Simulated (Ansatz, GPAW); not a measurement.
# BN in line between two Rh chains: relaxation, then transmission at several levels

Aim: the conductance of BN in line between two Rh chains after relaxation, and whether geometry, basis or functional moves it most.

Main program and level: GPAW 26.7.0 and Ansatz 0.2.0; Ansatz plane waves; relaxation of the junction with the lead ends held, in the first sound run; inputs show where later runs differ.

## 1. Starting point

The cell holds 18 atoms: 16 Rh, 1 B and 1 N. Its edges and angles: a = 9.000 Å, b = 9.000 Å, c = 39.425 Å, α = 90.0°, β = 90.0°, γ = 90.0°. Regions: left lead, 8 atoms (8 Rh); channel, 2 atoms (1 B and 1 N); right lead, 8 atoms (8 Rh). Vacuum lies along a and b. The structure is stacked along c, and the current runs across the ab planes.

## 2. Relaxation

Transmission follows bond lengths closely, so the atoms between the held lead ends are relaxed first, from a slightly shaken start that lets symmetry break.

input.yaml

```yaml
crystal:
  lattice:
    - [9.0, 0.0, 0.0]
    - [0.0, 9.0, 0.0]
    - [0.0, 0.0, 39.425]
  atoms:
    - { symbol: Rh, position: [0.5, 0.5, 0.0291693088] }
    - { symbol: Rh, position: [0.5, 0.5, 0.0875079264] }
    - { symbol: Rh, position: [0.5, 0.5, 0.1458465441] }
    - { symbol: Rh, position: [0.5, 0.5, 0.2041851617] }
    - { symbol: Rh, position: [0.5, 0.5, 0.2625237793] }
    - { symbol: Rh, position: [0.5, 0.5, 0.320862397] }
    - { symbol: Rh, position: [0.4985588666, 0.4962330108, 0.3797137682] }
    - { symbol: Rh, position: [0.4963072847, 0.5067130519, 0.4382428246] }
    - { symbol: B, position: [0.4988024569, 0.5019017191, 0.4870449632] }
    - { symbol: "N", position: [0.5094465647, 0.4969224511, 0.5190958075] }
    - { symbol: Rh, position: [0.5017258021, 0.4990681632, 0.5632914634] }
    - { symbol: Rh, position: [0.5016892477, 0.5035874695, 0.6203988086] }
    - { symbol: Rh, position: [0.5, 0.5, 0.679137603] }
    - { symbol: Rh, position: [0.5, 0.5, 0.7374762207] }
    - { symbol: Rh, position: [0.5, 0.5, 0.7958148383] }
    - { symbol: Rh, position: [0.5, 0.5, 0.8541534559] }
    - { symbol: Rh, position: [0.5, 0.5, 0.9124920736] }
    - { symbol: Rh, position: [0.5, 0.5, 0.9708306912] }
kpoints:
  mp_grid: { grid: [1, 1, 2] }
hamiltonian:
  xc: pbe
scf:
  occupations: { method: fermi_dirac, width: 0.1 }
relax:
  f_tol: 0.03
  max_steps: 80
  constraints: [{ sites: [0, 1, 2, 3, 4, 5, 12, 13, 14, 15, 16, 17] }]
```

Run with:

```
ansatz run input.yaml --threads 4 --pin off --max-ram 8192MiB --backend cpu --events-out ev --progress --plain --runs-dir out
```

Numbers of over 12 decimals in the logs are rounded to 6 here.

What it wrote:

```text
Engine: ansatz 0.2.0, x86_64-unknown-linux-gnu
Pseudopotentials: kind: paw
Pseudopotential: Rh, paw, valence charge 17, recommended cutoff 420 eV (normal), Rh.paw.azcp
Pseudopotential: B, paw, valence charge 3, recommended cutoff 420 eV (normal), B.paw.azcp
Pseudopotential: N, paw, valence charge 5, recommended cutoff 420 eV (normal), N.paw.azcp
Functional definition: PBE
  parameter kappa = 0.804
  parameter beta = 0.066725
  exchange = pbe_x(kappa = kappa, mu = beta*pi^2/3)
  correlation = pbe_c(beta = beta)
Crystal: 18 atoms, lattice volume = 3193.425 Å³
Basis set: ecut = 420 eV, 62359 PW (Γ), exchange–correlation on 128×128×540 points (8 copies of the dense FFT grid, shifted against one another)
Bands: 168, of which v1, the nominal top of the filled ones, is band 140 counted from 1 (139 counted from 0)
Symmetry: 1 space group operations
Space group: P1 (ITA 1), of the structure as read, at distance tolerance 1.5e-4 Å
k-points: 2
Non-local potential: Rh, projectors of the file, l = 0: 3, l = 1: 2, l = 2: 2, l = 3: 1
Non-local potential: B, projectors of the file, l = 0: 2, l = 1: 2, l = 2: 1
Non-local potential: N, projectors of the file, l = 0: 2, l = 1: 2, l = 2: 1
PAW form: soft (Blöchl's): semilocal exchange-correlation on the pseudo side does not see the compensation charge
PAW one-centre angular grid: Rh, 590 points (default); XC on 64 Gauss nodes
PAW one-centre angular grid: B, 110 points (default); XC on 64 Gauss nodes
PAW one-centre angular grid: N, 110 points (default); XC on 64 Gauss nodes
Initial density: superposition of atomic densities (neutral atoms: chi_scale 0, normalization atom), corrected by the library's trained network
Initial wavefunctions: pseudopotential atomic-orbital guess
Functional: x = pbe(κ = 0.804, μ = 0.219515), c = pbe(β = 0.066725)
SCF iter   1: F=—  HF=-102937.142291 eV  |F-HF|=—  |Δ(HF+E_count)|=         —  Δρ=3.74e-2  dr2=3.40e2  ethr=1.77e-3  ⟨swp⟩=6.5  Hψ=1258  notcnv=0  defer=1
preconditioner: auto → LDOS  [metal: Δε(μ)=0.091 eV  Ē_g=3.565 eV  σ=0.100 eV  W_gap=0.22  n_scr=330 (ndim 8)  ℏωp=8.1 eV  f_vac=0.762  D(μ)=28.85/eV (n_scr^D=112)  β→1.0]
SCF iter   2: F=—  HF=-102935.002080 eV  |F-HF|=—  |Δ(HF+E_count)|=    2.14e0  Δρ=3.69e-2  dr2=1.62e2  ethr=1.77e-3  ⟨swp⟩=4.5  Hψ=751  notcnv=0  defer=4
SCF iter   3: F=—  HF=-102933.365730 eV  |F-HF|=—  |Δ(HF+E_count)|=    1.64e0  Δρ=1.41e-2  dr2=2.46e1  ethr=1.77e-3  ⟨swp⟩=3.5  Hψ=625  notcnv=0  defer=4
SCF iter   4: F=—  HF=-102932.942690 eV  |F-HF|=—  |Δ(HF+E_count)|=   4.23e-1  Δρ=6.27e-3  dr2=2.89e0  ethr=1.77e-3  ⟨swp⟩=3.5  Hψ=536  notcnv=0  defer=4
SCF iter   5: F=—  HF=-102932.898610 eV  |F-HF|=—  |Δ(HF+E_count)|=   4.41e-2  Δρ=5.38e-3  dr2=2.21e0  ethr=1.03e-3  ⟨swp⟩=2.0  Hψ=544  notcnv=0  defer=4
SCF iter   6: F=—  HF=-102932.848639 eV  |F-HF|=—  |Δ(HF+E_count)|=   5.00e-2  Δρ=2.06e-3  dr2=7.57e-1  ethr=7.88e-4  ⟨swp⟩=1.0  Hψ=332  notcnv=0  defer=4
SCF iter   7: F=—  HF=-102932.850424 eV  |F-HF|=—  |Δ(HF+E_count)|=   1.78e-3  Δρ=1.33e-3  dr2=1.87e-1  ethr=2.70e-4  ⟨swp⟩=1.0  Hψ=332  notcnv=0  defer=4
SCF iter   8: F=—  HF=-102932.850653 eV  |F-HF|=—  |Δ(HF+E_count)|=   2.29e-4  Δρ=5.08e-4  dr2=2.35e-2  ethr=6.68e-5  ⟨swp⟩=1.0  Hψ=332  notcnv=0  defer=4
SCF iter   9: F=—  HF=-102932.850950 eV  |F-HF|=—  |Δ(HF+E_count)|=   2.97e-4  Δρ=1.52e-4  dr2=1.58e-3  ethr=8.38e-6  ⟨swp⟩=2.0  Hψ=370  notcnv=0  defer=4
SCF iter  10: F=—  HF=-102932.852273 eV  |F-HF|=—  |Δ(HF+E_count)|=   1.32e-3  Δρ=1.12e-4  dr2=1.68e-3  ethr=5.66e-7  ⟨swp⟩=2.0  Hψ=377  notcnv=0  defer=4
SCF iter  11: F=—  HF=-102932.852350 eV  |F-HF|=—  |Δ(HF+E_count)|=   7.71e-5  Δρ=3.84e-5  dr2=1.05e-4  ethr=5.66e-7  ⟨swp⟩=1.0  Hψ=332  notcnv=0  defer=4
SCF iter  12: F=-102932.852376 eV  HF=-102932.852381 eV  |F-HF|=5.51e-6  |Δ(HF+E_count)|=   3.11e-5  Δρ=1.87e-5  dr2=1.94e-5  ethr=8.04e-9  ⟨swp⟩=4.0  Hψ=1222  notcnv=0
SCF 1 converged in 12 iterations: F = -102932.852376 eV  dr2 = 1.94e-5
  greatest PAW one-centre occupation: 1.000 electrons in one spin orbital (limit 2), on the Rh atom at site 7 (counted from 0), in its partial waves of l = 0
relax step   1: F+E_penalty+E_count = -102932.85237586 eV  Δ(F+E_penalty+E_count) = +0.000e0 eV  max|allowed force component| = 3.583e0 eV/Å  Δτ_max = 0.0000 Å  (12 SCF iters, dr2 threshold 2.25e-5 eV, accepted)
Initial density: handed on by an earlier stage of this run
Initial wavefunctions: those handed on with the density
iter 1 solved again at ethr=1.40e-4 eV; its pass at ethr=3.10e-3 eV (dr2=3.91e-1 eV) is discarded
SCF iter   1: F=—  HF=-102933.218921 eV  |F-HF|=—  |Δ(HF+E_count)|=         —  Δρ=5.75e-3  dr2=3.55e-1  ethr=1.40e-4  ⟨swp⟩=1.0  Hψ=1035  notcnv=0  defer=4
preconditioner: auto → LDOS  [metal: Δε(μ)=0.141 eV  Ē_g=3.522 eV  σ=0.100 eV  W_gap=0.33  n_scr=330 (ndim 8)  ℏωp=8.1 eV  f_vac=0.772  D(μ)=46.31/eV (n_scr^D=248)  β→1.0]
SCF iter   2: F=—  HF=-102933.162265 eV  |F-HF|=—  |Δ(HF+E_count)|=   5.67e-2  Δρ=2.94e-3  dr2=1.23e-1  ethr=1.27e-4  ⟨swp⟩=2.0  Hψ=663  notcnv=0  defer=4
SCF iter   3: F=—  HF=-102933.137829 eV  |F-HF|=—  |Δ(HF+E_count)|=   2.44e-2  Δρ=5.63e-4  dr2=1.55e-2  ethr=4.39e-5  ⟨swp⟩=2.0  Hψ=631  notcnv=0  defer=4
SCF iter   4: F=—  HF=-102933.138119 eV  |F-HF|=—  |Δ(HF+E_count)|=   2.90e-4  Δρ=1.93e-4  dr2=1.74e-3  ethr=5.54e-6  ⟨swp⟩=2.0  Hψ=410  notcnv=0  defer=4
SCF iter   5: F=—  HF=-102933.138215 eV  |F-HF|=—  |Δ(HF+E_count)|=   9.66e-5  Δρ=9.87e-5  dr2=5.63e-4  ethr=6.21e-7  ⟨swp⟩=2.0  Hψ=469  notcnv=0  defer=4
SCF iter   6: F=—  HF=-102933.138299 eV  |F-HF|=—  |Δ(HF+E_count)|=   8.41e-5  Δρ=5.66e-5  dr2=1.51e-4  ethr=2.01e-7  ⟨swp⟩=2.0  Hψ=339  notcnv=0  defer=4
SCF iter   7: F=-102933.138346 eV  HF=-102933.138348 eV  |F-HF|=2.32e-6  |Δ(HF+E_count)|=   4.86e-5  Δρ=2.25e-5  dr2=2.24e-5  ethr=3.57e-8  ⟨swp⟩=3.0  Hψ=1059  notcnv=0
SCF 2 converged in 7 iterations: F = -102933.138346 eV  dr2 = 2.24e-5
  greatest PAW one-centre occupation: 1.000 electrons in one spin orbital (limit 2), on the Rh atom at site 11 (counted from 0), in its partial waves of l = 0
relax step   2: F+E_penalty+E_count = -102933.13834580 eV  Δ(F+E_penalty+E_count) = -2.860e-1 eV  max|allowed force component| = 1.503e0 eV/Å  Δτ_max = 0.0837 Å  (7 SCF iters, dr2 threshold 1.00e-4 eV, accepted)
iter 1 solved again at ethr=1.66e-4 eV; its pass at ethr=3.10e-3 eV (dr2=4.64e-1 eV) is discarded
SCF iter   1: F=—  HF=-102933.363951 eV  |F-HF|=—  |Δ(HF+E_count)|=         —  Δρ=6.76e-3  dr2=3.66e-1  ethr=1.66e-4  ⟨swp⟩=2.0  Hψ=1087  notcnv=0  defer=4
preconditioner: auto → LDOS  [metal: Δε(μ)=0.107 eV  Ē_g=3.526 eV  σ=0.100 eV  W_gap=0.25  n_scr=330 (ndim 8)  ℏωp=8.1 eV  f_vac=0.772  D(μ)=45.29/eV (n_scr^D=232)  β→1.0]
SCF iter   2: F=—  HF=-102933.324251 eV  |F-HF|=—  |Δ(HF+E_count)|=   3.97e-2  Δρ=4.21e-3  dr2=2.25e-1  ethr=1.31e-4  ⟨swp⟩=2.0  Hψ=664  notcnv=0  defer=4
SCF iter   3: F=—  HF=-102933.270990 eV  |F-HF|=—  |Δ(HF+E_count)|=   5.33e-2  Δρ=8.46e-4  dr2=2.68e-2  ethr=8.05e-5  ⟨swp⟩=2.0  Hψ=600  notcnv=0  defer=4
SCF iter   4: F=—  HF=-102933.270960 eV  |F-HF|=—  |Δ(HF+E_count)|=   3.03e-5  Δρ=2.75e-4  dr2=2.31e-3  ethr=9.59e-6  ⟨swp⟩=2.0  Hψ=340  notcnv=0  defer=4
SCF iter   5: F=—  HF=-102933.271070 eV  |F-HF|=—  |Δ(HF+E_count)|=   1.09e-4  Δρ=1.27e-4  dr2=4.65e-4  ethr=8.24e-7  ⟨swp⟩=2.0  Hψ=607  notcnv=0  defer=4
SCF iter   6: F=—  HF=-102933.271131 eV  |F-HF|=—  |Δ(HF+E_count)|=   6.13e-5  Δρ=5.12e-5  dr2=1.62e-4  ethr=1.66e-7  ⟨swp⟩=2.0  Hψ=424  notcnv=0  defer=4
SCF iter   7: F=-102933.271180 eV  HF=-102933.271189 eV  |F-HF|=9.23e-6  |Δ(HF+E_count)|=   5.84e-5  Δρ=2.40e-5  dr2=2.41e-5  ethr=3.57e-8  ⟨swp⟩=2.5  Hψ=993  notcnv=0
SCF 3 converged in 7 iterations: F = -102933.271180 eV  dr2 = 2.41e-5
relax step   3: F+E_penalty+E_count = -102933.27118010 eV  Δ(F+E_penalty+E_count) = -1.328e-1 eV  max|allowed force component| = 5.420e-1 eV/Å  Δτ_max = 0.1943 Å  (7 SCF iters, dr2 threshold 1.00e-4 eV, accepted)
[...]
relax step   4: F+E_penalty+E_count = -102933.41133907 eV  Δ(F+E_penalty+E_count) = -1.402e-1 eV  max|allowed force component| = 9.010e-1 eV/Å  Δτ_max = 0.2000 Å  (8 SCF iters, dr2 threshold 3.82e-5 eV, accepted)
[...]
relax step   5: F+E_penalty+E_count = -102933.52850663 eV  Δ(F+E_penalty+E_count) = -1.172e-1 eV  max|allowed force component| = 5.304e-1 eV/Å  Δτ_max = 0.2000 Å  (7 SCF iters, dr2 threshold 1.00e-4 eV, accepted)
[...]
relax step   6: F+E_penalty+E_count = -102933.55954928 eV  Δ(F+E_penalty+E_count) = -3.104e-2 eV  max|allowed force component| = 2.560e-1 eV/Å  Δτ_max = 0.1639 Å  (8 SCF iters, dr2 threshold 9.75e-5 eV, accepted)
[...]
relax step   7: F+E_penalty+E_count = -102933.55985357 eV  Δ(F+E_penalty+E_count) = -3.043e-4 eV  max|allowed force component| = 2.249e-1 eV/Å  Δτ_max = 0.0954 Å  (8 SCF iters, dr2 threshold 1.53e-5 eV, accepted)
[...]
relax step   8: F+E_penalty+E_count = -102933.56445887 eV  Δ(F+E_penalty+E_count) = -4.605e-3 eV  max|allowed force component| = 9.203e-2 eV/Å  Δτ_max = 0.0488 Å  (7 SCF iters, dr2 threshold 1.18e-5 eV, accepted)
[...]
relax step   9: F+E_penalty+E_count = -102933.56475009 eV  Δ(F+E_penalty+E_count) = -2.912e-4 eV  max|allowed force component| = 1.920e-2 eV/Å  Δτ_max = 0.0143 Å  (6 SCF iters, dr2 threshold 1.42e-6 eV, accepted)
iter 1 solved again at ethr=2.60e-10 eV; its pass at ethr=3.10e-3 eV (dr2=7.29e-7 eV) is discarded
SCF iter   1: F=—  HF=-102933.564702 eV  |F-HF|=—  |Δ(HF+E_count)|=         —  Δρ=3.54e-6  dr2=7.23e-7  ethr=2.60e-10  ⟨swp⟩=2.0  Hψ=883  notcnv=0  defer=5
preconditioner: auto → LDOS  [metal: Δε(μ)=0.059 eV  Ē_g=3.419 eV  σ=0.100 eV  W_gap=0.15  n_scr=330 (ndim 8)  ℏωp=8.1 eV  f_vac=0.771  D(μ)=47.18/eV (n_scr^D=264)  β→1.0]
SCF iter   2: F=—  HF=-102933.564751 eV  |F-HF|=—  |Δ(HF+E_count)|=   4.89e-5  Δρ=3.01e-6  dr2=3.55e-7  ethr=2.58e-10  ⟨swp⟩=3.0  Hψ=643  notcnv=0  defer=5
SCF iter   3: F=-102933.564751 eV  HF=-102933.564751 eV  |F-HF|=4.31e-8  |Δ(HF+E_count)|=   1.35e-8  Δρ=1.39e-6  dr2=9.93e-8  ethr=3.57e-11  ⟨swp⟩=3.0  Hψ=1241  notcnv=0
SCF 10 converged in 3 iterations: F = -102933.564751 eV  dr2 = 9.93e-8
relax step  10: F+E_penalty+E_count = -102933.56475057 eV  Δ(F+E_penalty+E_count) = -4.754e-7 eV  max|allowed force component| = 1.936e-2 eV/Å  Δτ_max = 0.0000 Å  (3 SCF iters, accepted)
SCF converged after 3 iterations
Free energy (F): -102933.564751 eV
Harris-Foulkes:  -102933.564751 eV  (|F-HF|=4.31e-8)
Internal energy: -102931.999961 eV  (E = F + TS)
E sigma→0 (E₀):  -102932.782356 eV
Entropy (-TS):   -1.564790 eV (-86.933 meV/atom)
Fermi energy:    -3.346251 eV
--- Per-component energies (eV) ---
  E_band       = -8089.222807
  E_kinetic    = 9329.279306
  E_local      = -96222.560845  (includes V_loc(G=0)·N_el)
  E_nonlocal   = 5827.078606
  E_hartree    = 40939.038393
  E_xc         = -3576.150813
  E_vxc        = -4477.288582  (∫ρ·V_xc dr)
  E_paw        = -57636.895871  (= ΣΔE_a)
  E_vpaw       = -4423.821007  (= ΣTr[D̂ρ^β])
  E_aug_tail   = 0.014331  (compensation charges beyond the density's cutoff)
  E_ewald      = -1591.803068
  E_smearing   = -1.564790  (= −TS)
  E_closure    = -0.000000  (closes the sum)
  Σ components = -102933.564751   (vs F -102933.564751, Δ=0.00e0)
--- Forces (eV/Å), atoms counted from 1 ---
  atom   1  Rh    -0.00260160     0.00744633     0.08726092
  atom   2  Rh     0.00134266    -0.00576595     0.00665581
  atom   3  Rh    -0.00195193     0.00614625    -0.16346818
  atom   4  Rh    -0.00635337     0.01372963    -0.04080736
  atom   5  Rh     0.02792864    -0.06722030     0.37072729
  atom   6  Rh    -0.01847023     0.05594147     0.20213938
  atom   7  Rh    -0.00013115    -0.00062363    -0.00043072
  atom   8  Rh    -0.00219150     0.00142869     0.00080223
  atom   9  B      0.00101710     0.00138298    -0.01935952
  atom  10  N     -0.00244996    -0.00020843     0.01510096
  atom  11  Rh     0.00209184    -0.00365735     0.00461525
  atom  12  Rh    -0.00170127    -0.00248557     0.00370107
  atom  13  Rh    -0.02123981    -0.00059401    -0.52957745
  atom  14  Rh     0.02669506    -0.00262775     0.19651813
  atom  15  Rh    -0.00281158     0.00364285    -0.02425884
  atom  16  Rh    -0.00178600    -0.00355087    -0.09507023
  atom  17  Rh     0.00075158     0.00262716    -0.03206462
  atom  18  Rh     0.00181964    -0.00552210     0.01747282
  max |Σ_I F_I| component: 8.94e-5 eV/Å
--- Relaxed structure (10 steps of the walk, 10 accepted, 0 SCFs on fresh bases) ---
  F+E_penalty+E_count = -102933.56475057 eV   max|allowed force component| = 1.936e-2 eV/Å
  atoms:
    - { symbol: Rh, position: [0.5, 0.5, 0.029169] }
    - { symbol: Rh, position: [0.5, 0.5, 0.0875079264] }
    - { symbol: Rh, position: [0.5, 0.5, 0.1458465441] }
    - { symbol: Rh, position: [0.5, 0.5, 0.2041851617] }
    - { symbol: Rh, position: [0.5, 0.5, 0.2625237793] }
    - { symbol: Rh, position: [0.5, 0.5, 0.320862397] }
    - { symbol: Rh, position: [0.511574, 0.473184, 0.378549] }
    - { symbol: Rh, position: [0.469708, 0.585493, 0.433059] }
    - { symbol: B, position: [0.497320, 0.513424, 0.479947] }
    - { symbol: N, position: [0.503045, 0.499305, 0.513728] }
    - { symbol: Rh, position: [0.502733, 0.498054, 0.561547] }
    - { symbol: Rh, position: [0.506221, 0.499529, 0.618189] }
    - { symbol: Rh, position: [0.5, 0.5, 0.679137603] }
    - { symbol: Rh, position: [0.5, 0.5, 0.7374762207] }
    - { symbol: Rh, position: [0.5, 0.5, 0.7958148383] }
    - { symbol: Rh, position: [0.5, 0.5, 0.854153] }
    - { symbol: Rh, position: [0.5, 0.5, 0.9124920736] }
    - { symbol: Rh, position: [0.5, 0.5, 0.9708306912] }
```

Elapsed: 80 s, on 4 threads of Intel Xeon 6975P-C (Granite Rapids), shared host; peak memory 4.8 GiB.

The steps of the relaxation:

```
step  energy less that of the first step (eV)  largest force component (eV/Å)
   1                                   0.0000                          3.5835
   2                                  -0.2860                          1.5031
   3                                  -0.4188                          0.5420
   4                                  -0.5590                          0.9010
   5                                  -0.6761                          0.5304
   6                                  -0.7072                          0.2560
   7                                  -0.7075                          0.2249
   8                                  -0.7121                          0.0920
   9                                  -0.7124                          0.0192
  10                                  -0.7124                          0.0194
```

The atoms that moved most (Å):

```
atom      dx      dy      dz  length
 Rh8  -0.239   0.709  -0.204   0.776
  B9  -0.013   0.104  -0.280   0.299
 Rh7   0.117  -0.207  -0.046   0.243
 N10  -0.058   0.021  -0.212   0.220
Rh12   0.041  -0.037  -0.087   0.103
Rh11   0.009  -0.009  -0.069   0.070
```

Final coordinates:

```cif
data_structure
_symmetry_space_group_name_H-M 'P 1'
_symmetry_Int_Tables_number 1
_cell_length_a 9.0000
_cell_length_b 9.0000
_cell_length_c 39.4250
_cell_angle_alpha 90.000
_cell_angle_beta 90.000
_cell_angle_gamma 90.000
_cell_volume 3193.43
loop_
_atom_site_label
_atom_site_type_symbol
_atom_site_fract_x
_atom_site_fract_y
_atom_site_fract_z
_atom_site_occupancy
Rh1 Rh 0.50000 0.50000 0.02917 1
Rh2 Rh 0.50000 0.50000 0.08751 1
Rh3 Rh 0.50000 0.50000 0.14585 1
Rh4 Rh 0.50000 0.50000 0.20419 1
Rh5 Rh 0.50000 0.50000 0.26252 1
Rh6 Rh 0.50000 0.50000 0.32086 1
Rh7 Rh 0.51157 0.47318 0.37855 1
Rh8 Rh 0.46971 0.58549 0.43306 1
B9 B 0.49732 0.51342 0.47995 1
N10 N 0.50305 0.49930 0.51373 1
Rh11 Rh 0.50273 0.49805 0.56155 1
Rh12 Rh 0.50622 0.49953 0.61819 1
Rh13 Rh 0.50000 0.50000 0.67914 1
Rh14 Rh 0.50000 0.50000 0.73748 1
Rh15 Rh 0.50000 0.50000 0.79581 1
Rh16 Rh 0.50000 0.50000 0.85415 1
Rh17 Rh 0.50000 0.50000 0.91249 1
Rh18 Rh 0.50000 0.50000 0.97083 1
```

This step gave:

- free energy: -102933.5648 eV
- smearing term TS: 1.565 eV
- symmetry operations: 1

The relaxation lowered the energy of the cell by 0.712 eV.

(Part 1 of 4 ends here.)

[Logs are printed without paths, hosts, clocks, repeated set-up lines and the standing remarks that a program may print on its own settings, such as how far it seeks lower states.]

[Hosts, paths, dates, database ids (printed as entryN), source tags and the programs' standing remarks are cut or masked in the printed files.]
